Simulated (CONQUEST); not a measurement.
An input for CONQUEST 1.3 (Si2Ni):

The input Conquest_input:

```
IO.Title Si2Ni
IO.Coordinates geometry.in
IO.FractionalAtomicCoords F
IO.Iprint 2
IO.Iprint_init 1
General.NumberOfSpecies 2
General.PseudopotentialType hamann
General.FunctionalType -120135
General.DifferentFunctional T
AtomMove.TypeOfRun static
AtomMove.FullStress T
Grid.GridCutoff 120
DM.SolutionMethod diagon
Diag.MPMesh T
Diag.GammaCentred T
Diag.MPMeshX 3
Diag.MPMeshY 3
Diag.MPMeshZ 3
Diag.kT 0.00367493
minE.SCTolerance 1e-6
Diag.SmearingType 1
Diag.MPOrder 2
SC.MaxIters 100
IO.AtomChargeOutput T
Spin.SpinPolarised T
Spin.FixSpin F
SC.LinearMixingFactor 0.3
SC.MaxPulay 8
%block ChemicalSpeciesLabel
1 58.690 Ni
2 28.090 Si
%endblock
```

The input coords.dat:

```
    7.2237034782     0.0000000000     0.0000000000
    0.0000000000     7.2237034782     0.0000000000
    0.0000000000     0.0000000000    10.2158594297
6
  3.2511469415   3.3949997726   5.1394916126 1 T T T
  6.8629986806   7.0068515117   0.0315618977 1 T T T
  0.1907274429   3.5149024147   2.7450116446 2 T T T
  3.8025791821   7.1267541538   7.8529413595 2 T T T
  0.2171445266   3.8100412677   7.6636006208 2 T T T
  3.8289962657   0.1981895286   2.5556709060 2 T T T
```

Potentials or basis: PseudoDojo NC PBEsol, SZ, grid cutoff 120 Ha.

Command:

```bash
$ Conquest
```

Q: Does this run start?

A: The run stopped without a result. It printed:

Output:

```text
________________________________________________________________________

                                    CONQUEST

                Concurrent Order N QUantum Electronic STructure
    ________________________________________________________________________

     Conquest lead developers:
      D.R.Bowler (UCL, NIMS), T.Miyazaki (NIMS), A.Nakata (NIMS),
      L. Truflandier (U. Bordeaux)
[... 29 lines left out ...]
          self_energy =      0.00000000000000
          lmax_basis, n_orbnl =    1   2
          lmax_projs, n_pjnl =    2   6
          XC functional code =  -116133

WARNING: Functional in input file differs to pseudopotential but proceeding:  -120135 -116133

WARNING: Functional in input file differs to pseudopotential but proceeding:  -120135 -116133

At line 429 of file io_module.f90 (unit = 12)
Fortran runtime error: Cannot open file 'geometry.in': No such file or directory

Error termination. Backtrace:
```
